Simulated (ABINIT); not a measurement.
Wanted: the native input for an ABINIT 10.8.3 (patched build) run.

- Task: relaxation of cell and atoms
- Functional: PBE
- Potentials or basis: JTH PAW PBE v2.0
- Cutoff: 599 eV
- k mesh: 8 × 8 × 8
- Occupations: fermi-dirac, width 0.05 eV
- Spin: no spin polarisation
- Target pressure: 30 GPa
- Cell freedom (optcell): 2
- Cutoff smearing ecutsm (Ha): 0.5
- Optimiser (ionmov): 2
- Force stop (Ha/bohr): 0.0001
- Fine-grid cutoff: 1197.3 eV

InPd:

```
In Pd
1.0
     3.27188    0.00000    0.00000
     0.00000    3.27188    0.00000
     0.00000    0.00000    3.27188
In Pd
1 1
Cartesian
  0.0000 0.0000 0.0000
  1.6359 1.6359 1.6359
```

The cell comes from a database or a generator and needn't be the stable form of this composition.

One way to write it, as run:

run.abi

```
# Pseudopotentials
pp_dirpath "./"
pseudos "In.GGA_PBE-JTH.xml, Pd.GGA_PBE-JTH.xml"

# Structure
acell 3*1.0
rprim
     6.1829661455     0.0000000000     0.0000000000
     0.0000000000     6.1829661455     0.0000000000
     0.0000000000     0.0000000000     6.1829661455
ntypat 2
znucl 49 46
natom 2
typat 1 2
xred
     0.0000000000     0.0000000000     0.0000000000
     0.5000000000     0.5000000000     0.5000000000
chkprim 0
chksymtnons 0
tolsym 1.0e-6

# Plane-wave basis
ecut 598.650497 eV
pawecutdg 44.0
pawxcdev 0
pawovlp -1

# k points
kptopt 1
ngkpt 8 8 8
nshiftk 1
shiftk 0.0 0.0 0.0

# Exchange and correlation
ixc 11

# Bands and occupations
nband 20
occopt 3
tsmear 0.05 eV

# SCF cycle
nstep 100
tolvrs 1.0e-9

# Output
iomode 3
prtwf 0
prtden 0
prteig 0
prtebands 0
enunit 2

# Relaxation
ionmov 2
ntime 60
tolmxf 0.0001
optcell 2
dilatmx 1.08
ecutsm 0.5
strtarget 3*-1.019679e-03 3*0.0
```

Potentials or basis: JTH PAW PBE v2.0.

Launch:

```sh
$ abinit run.abi > log 2>&1
```

Results of the run:

```yaml
Relaxed_volume: 15.27 Å³/atom
Relaxed_cell: a = 3.126 Å, b = 3.126 Å, c = 3.126 Å, α = 90.00°, β = 90.00°, γ = 90.00°
Space_group_after_relaxing_to_0.05_Å: Pm-3m (No. 221)
Energy_change_on_relaxing_the_enthalpy_is_what_falls: +211.6 meV/atom
Ionic_steps: 5
Pressure_after_relaxing: 30.0 GPa
Band_gap_on_the_k_mesh: none (metal or under the smearing width)
Valence_electrons_inside_the_program's_atomic_spheres: In 11.40; Pd 17.13
```

It took 4.4 min on 1 thread of Intel(R) Xeon(R) Platinum 8259CL CPU @ 2.50GHz (Skylake/Cascade Lake), with other jobs on the host, peak memory 0.14 GiB.
